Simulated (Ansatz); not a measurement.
LiCl (zincblende) under strain

LiCl built on the zincblende prototype, relaxed with r2SCAN in the PAW code Ansatz. Space group F-43m (No. 216), cubic; a = 5.466 Å in the conventional setting, 20.41 Å³ an atom. Li is surrounded by 4 Cl at 2.37 Å; Cl is surrounded by 4 Li at 2.37 Å.

The axes x, y and z are those of this cell:
```
CELL_PARAMETERS angstrom
0.00000 2.73304 2.73304
2.73304 0.00000 2.73304
2.73304 2.73304 0.00000
ATOMIC_POSITIONS crystal
Li 0.00000 0.00000 0.00000
Cl 0.25000 0.25000 0.25000
```

Unstrained: PBE gives a direct gap of 6.049 eV at Γ. r2SCAN gives a direct gap of 6.713 eV at Γ. HSE06 gives a direct gap of 7.385 eV at Γ. Meshes: PBE 8×8×8, r2SCAN 8×8×8, HSE06 6×6×6. Strains are changes of length per length. After each strain the atoms were relaxed again with r2SCAN within the symmetry that the strain leaves, so tilts or polar shifts that break it weren't tested; points keep the names that they have in the unstrained zone. The calculation is spin-unpolarised, and the structure need not be a phase that has been made.

Changes of the least gap in eV (an overlap counts as a negative gap):
```
                                                                    strain  volume change (%)  space group     PBE  r2SCAN   HSE06  energy rise, r2SCAN (meV/atom)
                                              uniaxial +3.27 % along [111]               +3.3          R3m  -0.162  -0.173  -0.172                             2.9
                                         isotropic +3.16 % on every length               +9.8        F-43m  -0.312  -0.332  -0.334                            13.4
epitaxial -1.95 % in the plane normal to [111], free normal strain +1.56 %               -2.4          R3m  +0.019  +0.022  +0.022                             2.5
```

Uniaxial +3.27 % along [111], other directions held. HSE06: the gap goes from 7.385 to 7.213 eV (-0.172 eV); with r2SCAN the top three valence levels at Γ, degenerate before, become 2+1 from the top over 131 meV. Stress change with r2SCAN, compression positive: xx -0.80, yy -0.80, zz -0.80, xy -0.31, xz -0.31, yz -0.31 GPa.

Isotropic +3.16 % on every length. HSE06: the gap goes from 7.385 to 7.051 eV (-0.334 eV). Stress change with r2SCAN, compression positive: xx -2.01, yy -2.01, zz -2.01 GPa. For HSE06, dE_g/d ln V = -3.6 eV over this step.

Epitaxial -1.95 % in the plane normal to [111], free normal strain +1.56 %. HSE06: the gap goes from 7.385 to 7.407 eV (+0.022 eV); with r2SCAN the top three valence levels at Γ, degenerate before, become 2+1 from the top over 166 meV. Stress change with r2SCAN, compression positive: xx +0.65, yy +0.65, zz +0.65, xy -0.34, xz -0.34, yz -0.34 GPa.

The meshes of the hybrids are coarse, so their gaps aren't converged to the digits shown.

The splittings at Γ are without spin-orbit coupling, which regroups them where it is of like size or larger.
